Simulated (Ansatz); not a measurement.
AlN: from supercell energies to defect levels (N vacancy)

Method: Ansatz, DFT PBE, scalar-relativistic, plane waves, PAW. Run with 420 eV cutoff, 2×2×2 k-mesh, Gaussian smearing of 0.01 eV, collinear spin in charge 0, +2 alone.

Host crystal, relaxed:

```
Al N
1.0
     0.00000    2.20159    2.20159
     2.20159    0.00000    2.20159
     2.20159    2.20159    0.00000
Al N
1 1
Direct
  0.00000 0.00000 0.00000
  0.75000 0.75000 0.75000
```

The N vacancy was set at (0.750, 0.750, 0.750) of the host cell, in a supercell of 16 sites (171 Å³), relaxed at fixed cell in each charge q. The host's Kohn–Sham gap is 3.31 eV and its static dielectric constant 8.7 (mean). For each charge: the supercell's free energy over the neutral one with q electrons exchanged at the valence band top, F(q) − F(0) + qE_v; the image-charge term; and the term that aligns the potential far from the defect with the host's.

```csv
q,F(q) − F(0) + qE_v (eV),image charge (eV),alignment (eV)
+2,-2.721,1.732,-1.172
+1,-2.148,0.433,-0.507
0,0.000,0.000,0.000
```

Problem. Add the terms and find the levels between neighbouring charges, ε(q/q′) = [A(q′) − A(q)]/(q − q′), with and without the two corrections.

Solution. A(q): -2.161 eV for +2, -2.221 eV for +1, 0.000 eV for 0.
```json
{"level": "(+2/+1)", "corrected (eV over E_v)": "-0.06", "uncorrected (eV)": "0.57"}
{"level": "(+1/0)", "corrected (eV over E_v)": "2.22", "uncorrected (eV)": "2.15"}
```

As a check, a point charge in a simple cubic cell of this volume has q²αe²/(2εL) = 0.425 q² eV (e² = 14.40 eV Å, α = 2.837, L = 5.55 Å); the shape of the real cell can change it somewhat. The term grows as q², so it pushes donor levels down and acceptor levels up. The program doubts the alignment for q = +2, +1, so levels beside it are uncertain by about that term.

Problem. Which of these charges is lowest with the Fermi level at the valence band top, at mid-gap and at the conduction band bottom?

Solution. The line A(q) + qE_F that lies lowest gives the charge: +1 at E_F = 0.00 eV, +1 at E_F = 1.66 eV, 0 at E_F = 3.31 eV. (+2/+1) falls outside this Kohn–Sham gap, so the change of charge isn't reached within it; the real gap is usually wider and may hold a localised level, while a level that comes from a carrier in the host's bands only marks the band edge and moves with it. In charge +2, 0 the cell has partly filled levels, from a carrier spread over the host's bands, a defect level that the small cell broadens into a band, or a degenerate defect level that the symmetric start can't split, so the levels beside it are doubtful. In charge +2 the extra carrier sits in the host's bands, sampled away from their edge; a term of -0.06 eV would put the level beside it at that edge (it also undoes corrections that don't apply to a spread carrier) and isn't included above. Charges beyond those computed could lie lower near the band edges.

Problem. The neutral defect forms at 4.77 eV with atoms taken from and returned to the elements. What are the formation energies at those three Fermi levels, and what share of sites would hold the defect at 1200 K with E_F at mid-gap, if the host still stood at that temperature?

Solution. E_f = E_f(0) + A(q) + qE_F = 2.55, 4.21, 4.77 eV. In the dilute limit the share is exp(−E_f/k_BT) = exp(−4.208/0.1034) = 2.1×10⁻¹⁸, leaving out degeneracy and vibrational entropy. This is the N-rich limit; a poorer supply of N lowers E_f, in a binary host by up to its heat of formation per N atom. The small cell and the narrow Kohn–Sham gap leave errors of tenths of an eV or more, which change the share by orders of magnitude.

This zinc-blende form isn't the usual stable structure of the compound.